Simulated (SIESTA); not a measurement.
The system is CuO (Tenorite).

```xyz
4
Lattice="2.3418 -1.7113 0.0000 2.3418 1.7113 0.0000 -0.8500 0.0000 5.0579" Properties=species:S:1:pos:R:3 pbc="T T T"
Cu    0.7459   -0.8557    2.5289
Cu    1.1709    0.8557    0.0000
O     1.7043    0.2793    3.7934
O     2.1293   -0.2793    1.2645
```

Base run:

```yaml
Program: SIESTA 5.4.2
Functional: PBE
Potentials_or_basis: PseudoDojo 0.4 standard (PBE files)
Basis: DZP (energy shift 0.003 Ry; two zetas on semicore shells)
Grid_cutoff: 800 Ry
Energy_shift: 0.003 Ry
k_mesh: 10 × 10 × 5
Occupations: fermi-dirac, width 0.05 eV
Spin: no spin polarisation
```

Its results: band gap on the k mesh none (metal or under the smearing width); pressure 7.0 GPa; largest force 0.096 eV/Å.

**Question.** The run is repeated on the same cell with these changes: potentials or basis from PseudoDojo 0.4 standard (PBE files) to SG15 1.2 (PBE files) or PseudoDojo by element. What comes out?

**Answer.** Band gap on the k mesh none (metal or under the smearing width); pressure 8.0 GPa; largest force 0.104 eV/Å.

Caveats: the basis of atomic orbitals isn't converged, which shifts pressures, moduli and gaps; the run has no spin polarisation, though such a crystal can be magnetic; semilocal functionals often make such compounds metallic where correlation or magnetic order opens a gap, which also shifts bond lengths; short orbitals over semicore shells can move pressures by several GPa (some runs).
